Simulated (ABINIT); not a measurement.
TiAl:

```xyz
2
Lattice="3.1791 0.0000 0.0000 0.0000 3.1791 0.0000 0.0000 0.0000 3.1791" Properties=species:S:1:pos:R:3 pbc="T T T"
Ti    0.0000    0.0000    0.0000
Al    1.5895    1.5895    1.5895
```

The cell comes from a database or a generator and needn't be the stable form of this composition.

```yaml
Program: ABINIT 10.8.3 (patched build)
Task: relaxation of cell and atoms
Functional: PBEsol
Potentials_or_basis: PseudoDojo NC SR PBEsol v0.4.1 standard
Cutoff: 1143 eV
k_mesh: 6 × 6 × 6
Occupations: fermi-dirac, width 0.05 eV
Spin: no spin polarisation
```

At the start: pressure -2.7 GPa; volume 16.06 Å³/atom.

Q: Where does the relaxation end?

A: Over 4 steps the energy falls by 3.1 meV/atom and the volume is 15.69 Å³/atom (-2.3 %); space group Pm-3m (No. 221, to 0.05 Å).

The path:
```tsv
step	energy change (eV)	largest force (eV/Å)	pressure (GPa)	volume (Å³)
1	0.0000	0.0000	-2.66	32.13
2	-0.0036	0.0000	-1.76	31.87
3	-0.0063	0.0000	0.05	31.37
4	-0.0063	0.0000	0.00	31.39
```

Final structure:
```yaml
crystal:
  lattice:
    - [3.15446, 0.00000, 0.00000]
    - [0.00000, 3.15446, 0.00000]
    - [0.00000, 0.00000, 3.15446]
  atoms:
    - { symbol: Ti, position: [0.00000, 0.00000, 0.00000] }
    - { symbol: Al, position: [0.50000, 0.50000, 0.50000] }
```
